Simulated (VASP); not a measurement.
Write the native input for VASP 6.6.1 that does the following.

| Property | Result |
| --- | --- |
| Task | relaxation of cell and atoms |
| Functional | PBEsol |
| Potentials or basis | VASP PAW PBE potentials, release 64 (Zn, S) |
| Cutoff | 600 eV |
| k mesh | 10 × 10 × 10 |
| Occupations | gaussian, width 0.03 eV |
| Spin | no spin polarisation |
| Further INCAR settings | ALGO = Normal; EDIFF = 1e-06; IBRION = 2; EDIFFG = -0.01; NSW = 90; ISIF = 3 |

The structure of ZnS lies in POSCAR:

```
ZnS
1.0
    0.0000000000      2.7020000000      2.7020000000
    2.7020000000      0.0000000000      2.7020000000
    2.7020000000      2.7020000000      0.0000000000
Zn S
1 1
Direct
    0.2500000000      0.2500000000      0.2500000000
    0.0000000000      0.0000000000      0.0000000000
```

One way to write it, as run:

INCAR

```
SYSTEM = ZnS
PREC = Accurate ; ENCUT = 600
EDIFF = 1E-6 ; ISMEAR = 0
SIGMA = 0.03 ; LREAL = .False.
LASPH = .True. ; NELM = 80
ALGO = Normal ; ISIF = 3
LWAVE = .False. ; LCHARG = .False.
GGA = PS ; IBRION = 2
NSW = 90 ; EDIFFG = -0.01
KPAR = 2
```

KPOINTS

```
Automatic mesh
0
Gamma
  10 10 10
  0 0 0
```

Potentials or basis: VASP PAW PBE potentials, release 64 (Zn, S).

Command:

```bash
$ cat potpaw_PBE.64/Zn/POTCAR potpaw_PBE.64/S/POTCAR > POTCAR
$ mpirun -np 2 vasp_std > vasp.out
```

It gave:

```yaml
Relaxed_volume: 19.26 Å³/atom
Relaxed_cell: a = 3.791 Å, b = 3.791 Å, c = 3.791 Å, α = 60.00°, β = 60.00°, γ = 60.00°
Space_group_after_relaxing_to_0.05_Å: F-43m (No. 216)
Energy_gained_by_relaxing: 2.7 meV/atom
Ionic_steps: 3
Pressure_after_relaxing: 0.0 GPa
Band_gap_on_the_k_mesh: 2.08 eV, direct
```

Caveat: the PAW data sets were made with another functional, which shifts forces and pressure a little.

Run time: 16 s on 2 MPI ranks on Intel(R) Xeon(R) 6975P-C (Granite Rapids), on a shared host, peak memory 0.18 GiB a rank.
